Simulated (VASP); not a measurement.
Write the native input for VASP 6.6.1 that does the following.

```yaml
Task: relaxation of cell and atoms
Functional: PBE
Potentials_or_basis: VASP PAW PBE potentials, release 64 (B, P)
Cutoff: 600 eV
k_mesh: 10 × 10 × 10
Occupations: gaussian, width 0.03 eV
Spin: no spin polarisation
Further_INCAR_settings: ALGO = Normal; EDIFF = 1e-06; IBRION = 2; EDIFFG = -0.01; NSW = 90; ISIF = 3
```

The structure of BP lies in POSCAR:

```
BP
1.0
    0.0000000000      2.2690000000      2.2690000000
    2.2690000000      0.0000000000      2.2690000000
    2.2690000000      2.2690000000      0.0000000000
B P
1 1
Direct
    0.0000000000      0.0000000000      0.0000000000
    0.2500000000      0.2500000000      0.2500000000
```

The input as run:

INCAR

```
SYSTEM = BP
ALGO = Normal ; EDIFF = 1E-6
EDIFFG = -0.01 ; ENCUT = 600
GGA = PE ; IBRION = 2
ISIF = 3 ; ISMEAR = 0
LASPH = .TRUE. ; LCHARG = .FALSE.
LREAL = .FALSE. ; LWAVE = .FALSE.
NELM = 80 ; NSW = 90
PREC = Accurate ; SIGMA = 0.03
```

KPOINTS

```
k-points
0
G
  10 10 10
  0 0 0
```

Potentials or basis: VASP PAW PBE potentials, release 64 (B, P).

The run is started by

```sh
$ cat potpaw_PBE.64/B/POTCAR potpaw_PBE.64/P/POTCAR > POTCAR
$ mpirun -np 1 vasp_std > vasp.out
```

It gave:

```json
{"Relaxed volume": "11.75 Å³/atom", "Relaxed cell": "a = 3.215 Å, b = 3.215 Å, c = 3.215 Å, α = 60.00°, β = 60.00°, γ = 60.00°", "Space group after relaxing (to 0.05 Å)": "F-43m (No. 216)", "Energy gained by relaxing": "0.2 meV/atom", "Ionic steps": "3", "Pressure after relaxing": "0.0 GPa", "Band gap on the k mesh": "1.25 eV, indirect (least direct gap 3.39 eV)"}
```

It took 12 s on 1 thread of Intel(R) Xeon(R) Platinum 8488C (Sapphire Rapids), with other jobs on the host, peak memory 0.15 GiB.
